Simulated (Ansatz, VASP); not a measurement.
## One calculation of SrTiO3, two programs

The input INCAR:

```
PREC = Accurate ; ENCUT = 520
EDIFF = 1E-7 ; ISMEAR = 0
SIGMA = 0.02 ; LREAL = False
LASPH = True ; NELM = 60
ALGO = Normal ; ISIF = 2
LWAVE = False ; LCHARG = True
GGA = PE ; LELF = True
LVHAR = True ; NBANDS = 28
```

File KPOINTS:

```
Automatic mesh
0
Gamma
  8 8 8
```

File POSCAR:

```
SrTiO3
1.0
    3.9052800000      0.0000000000      0.0000000000
    0.0000000000      3.9052800000      0.0000000000
    0.0000000000      0.0000000000      3.9052800000
Sr Ti O
1 1 3
Direct
    0.5000000000      0.5000000000      0.5000000000
    0.0000000000      0.0000000000      0.0000000000
    0.5000000000      0.0000000000      0.0000000000
    0.0000000000      0.5000000000      0.0000000000
    0.0000000000      0.0000000000      0.5000000000
```

Input for Ansatz:

```yaml
crystal:
  lattice:
    - [3.90528, 0.0, 0.0]
    - [0.0, 3.90528, 0.0]
    - [0.0, 0.0, 3.90528]
  atoms:
    - { symbol: Sr, position: [0.5, 0.5, 0.5] }
    - { symbol: Ti, position: [0.0, 0.0, 0.0] }
    - { symbol: O, position: [0.5, 0.0, 0.0] }
    - { symbol: O, position: [0.0, 0.5, 0.0] }
    - { symbol: O, position: [0.0, 0.0, 0.5] }
basis:
  ecutwfc: 420
kpoints:
  mp_grid: { grid: [8, 8, 8] }
hamiltonian:
  xc: pbe
scf:
  occupations: { method: gaussian, width: 0.02 }
output:
  forces: true
  stress: true
  eigenvalues: true
  populations: true
```

Alike in both runs: task single point; functional PBE; k mesh 8 × 8 × 8; occupations gaussian, width 0.02 eV; no spin polarisation.

|  | VASP | Ansatz |
| --- | --- | --- |
| version | VASP 6.6.1 | Ansatz 0.2.0 |
| potentials or method | VASP PAW PBE potentials, release 64 (Sr_sv, Ti_sv, O) | scalar-relativistic, plane waves, PAW |
| plane-wave cutoff (eV) | 520 | 420 |
| valence electrons in the cell | 40 | 40 |

|  | VASP | Ansatz | Ansatz less VASP |
| --- | --- | --- | --- |
| gap on the k mesh at the Fermi level (eV) | 1.86 | 1.89 | +0.031 |
| least direct gap on the mesh (eV) | 2.21 | 2.23 | +0.020 |
| pressure (GPa) | 4.9 | 4.3 | -0.65 |

The functional is the same, so the differences come from potentials, cutoffs and numerics.

A k mesh can miss the band edges.
